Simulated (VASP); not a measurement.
Wanted: the native input for a VASP 6.6.1 run.

```yaml
Task: relaxation of cell and atoms
Functional: r2SCAN
Potentials_or_basis: VASP PAW PBE potentials, release 64 (Ca_sv, O)
Cutoff: 600 eV
k_mesh: 10 × 10 × 10
Occupations: gaussian, width 0.03 eV
Spin: no spin polarisation
Further_INCAR_settings: ALGO = Normal; EDIFF = 1e-07; IBRION = 2; EDIFFG = -0.005; NSW = 90; ISIF = 3
```

The structure of CaO (Lime) lies in POSCAR:

```
CaO                                     
1.0
    0.0000000000      2.4037624958      2.4037624958
    2.4037624958      0.0000000000      2.4037624958
    2.4037624958      2.4037624958      0.0000000000
  Ca              O             
     1     1
Direct
     0.0000000000000000    0.0000000000000000    0.0000000000000000
     0.5000000000000000    0.5000000000000000    0.5000000000000000
```

The input as run:

INCAR

```
ALGO = Normal
EDIFF = 1E-7
EDIFFG = -0.005
ENCUT = 600
IBRION = 2
ISIF = 3
ISMEAR = 0
LASPH = T
LCHARG = F
LMIXTAU = T
LREAL = F
LWAVE = F
METAGGA = R2SCAN
NELM = 80
NSW = 90
PREC = Accurate
SIGMA = 0.03
```

KPOINTS

```
k-points
0
Gamma
  10 10 10
```

Potentials or basis: VASP PAW PBE potentials, release 64 (Ca_sv, O).

The run is started by

```bash
$ cat potpaw_PBE.64/Ca_sv/POTCAR potpaw_PBE.64/O/POTCAR > POTCAR
$ mpirun -np 1 vasp_std > vasp.out
```

Results of the run:

```yaml
Pressure_after_relaxing: 0.0 GPa
Band_gap_on_the_k_mesh: 4.19 eV, indirect (least direct gap 4.56 eV)
```

Caveat: the relaxation stopped at its first step, so nothing moved; the PAW data sets were made with another functional, which shifts forces and pressure a little.

Run time: 2.4 min on 1 thread of AMD EPYC 7R13 Processor (Zen 3), on a shared host, peak memory 0.15 GiB.
